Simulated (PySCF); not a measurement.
Isomers of C6H6O, mass 94.042 u with the commonest isotopes. Level of theory: PySCF, PBE0-D3(BJ)/def2-SVP geometry optimisation, gas phase. One conformer each, none proved a minimum here; rigid rotors.

**Question.** Order these by radius of gyration √(Σ m r²/M), smallest first.
A. `[OH:1][c:2]1[cH:3][cH:4][cH:5][cH:6][cH:7]1` with H–O1–C2–C3 180°
B. `[OH:1][CH:2]=[C:3]1[CH:4]=[CH:5][CH:6]=[CH:7]1` with H–O1–C2–C3 180°
C. `[CH2:1]=[CH:2][c:3]1[cH:4][cH:5][cH:6][o:7]1` with C1–C2–C3–C4 180°

**Answer.** A (1.730 Å), C (1.795 Å), B (1.857 Å).

**Question.** Order these by rotational constant A, smallest first.
A. `[OH:1][CH:2]=[C:3]1[CH:4]=[CH:5][CH:6]=[CH:7]1` with H–O1–C2–C3 180°
B. `[CH2:1]=[CH:2][c:3]1[cH:4][cH:5][cH:6][o:7]1` with C1–C2–C3–C4 180°
C. `[OH:1][c:2]1[cH:3][cH:4][cH:5][cH:6][cH:7]1` with H–O1–C2–C3 180°

**Answer.** C (5663 MHz), A (7520 MHz), B (7893 MHz).

**Question.** Order these by rotational constant C, smallest first.
A. `[CH2:1]=[CH:2][c:3]1[cH:4][cH:5][cH:6][o:7]1` with C1–C2–C3–C4 180°
B. `[OH:1][c:2]1[cH:3][cH:4][cH:5][cH:6][cH:7]1` with H–O1–C2–C3 180°
C. `[OH:1][CH:2]=[C:3]1[CH:4]=[CH:5][CH:6]=[CH:7]1` with H–O1–C2–C3 180°

**Answer.** C (1558 MHz), A (1668 MHz), B (1796 MHz).

```tsv
SMILES	point group	Ia (u·Å²)	Ib (u·Å²)	Ic (u·Å²)	κ	μa (D)	μb (D)	μc (D)
OC=C1C=CC=C1	Cs	67.21	257.08	324.28	-0.86	3.20	1.50	0.00
C=Cc1ccco1	Cs	64.03	238.98	303.00	-0.86	0.57	0.41	0.00
Oc1ccccc1	Cs	89.25	192.21	281.46	-0.57	0.23	1.34	0.00
```
